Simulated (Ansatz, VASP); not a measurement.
## One calculation of SiGe, two programs

Contents of POSCAR:

```
SiGe
1.0
    3.2101506320      0.0000000000      0.0000000000
    0.0000000000      3.2101506320      0.0000000000
    0.0000000000      0.0000000000      3.2101506320
Ge Si
1 1
Direct
    0.0000000000      0.0000000000      0.0000000000
    0.5000000000      0.5000000000      0.5000000000
```

INCAR.step1

```
ALGO = Normal ; EDIFF = 1E-4
ENCUT = 520 ; GGA = PE
ISMEAR = 0 ; LASPH = T
LCHARG = F ; LREAL = F
LWAVE = T ; NBANDS = 16
NELM = 60 ; PREC = Accurate
SIGMA = 0.2
```

Contents of INCAR.step2:

```
ALGO = Normal ; EDIFF = 1E-6
ENCUT = 520 ; ISIF = 2
ISMEAR = 0 ; ISTART = 1
LASPH = T ; LCHARG = F
LMIXTAU = T ; LREAL = F
LWAVE = F ; METAGGA = R2SCAN
NBANDS = 16 ; NELM = 60
PREC = Accurate ; SIGMA = 0.2
```

KPOINTS

```
k-points
0
Gamma
  6 6 6
```

Input for Ansatz:

```yaml
crystal:
  lattice:
    - [3.210150632, 0.0, 0.0]
    - [0.0, 3.210150632, 0.0]
    - [0.0, 0.0, 3.210150632]
  atoms:
    - { symbol: Ge, position: [0.0, 0.0, 0.0] }
    - { symbol: Si, position: [0.5, 0.5, 0.5] }
kpoints:
  mp_grid: { grid: [6, 6, 6] }
hamiltonian:
  xc: r2scan
scf:
  occupations: { method: gaussian, width: 0.2 }
  n_extra_bands: 4
output:
  forces: true
  stress: true
  eigenvalues: true
```

Alike in both runs: task single point; functional r2SCAN; k mesh 6 × 6 × 6; occupations gaussian, width 0.2 eV; no spin polarisation.

```csv
,VASP,Ansatz
version,VASP 6.6.1,Ansatz 0.2.0
potentials or method,"VASP PAW PBE potentials, release 64 (Ge_d, Si)",plane waves
plane-wave cutoff (eV),520,500
valence electrons in the cell,18,18
```

Ansatz gave:

| Property | Result |
| --- | --- |
| pressure (GPa) | 2.3 |

**Question.** Which values does VASP return?

**Answer.** Pressure (GPa): 2.2.

Caveats: the PAW data sets were made with another functional, which shifts forces and pressure a little (VASP).
